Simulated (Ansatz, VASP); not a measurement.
**One calculation of Mg, two programs**

```
Mg
1.0
    -1.79186    1.79186    1.79186
     1.79186   -1.79186    1.79186
     1.79186    1.79186   -1.79186
Mg
1
Direct
  0.00000 0.00000 0.00000
```

Alike in both runs: task electric field gradients; functional PBE; k mesh 13 × 13 × 13; occupations fermi-dirac, width 0.05 eV; no spin polarisation.

```csv
,VASP,Ansatz
version,VASP 6.6.1,Ansatz 0.2.0
potentials or method,"VASP PAW PBE potentials, release 64 (Mg)","PAW with Ansatz's default frozen-core files, scalar-relativistic"
plane-wave cutoff (eV),520,420
valence electrons in the cell,2,10
```

|  | VASP | Ansatz | Ansatz less VASP |
| --- | --- | --- | --- |
| pressure (GPa) | -0.1 | 0.0 | +0.12 |
| Vzz of the field gradient on the site that differs most (V/Å²) | 0.0 | 0.0 | 0.00 |

The two sets of potentials don't hold the same shells in valence.
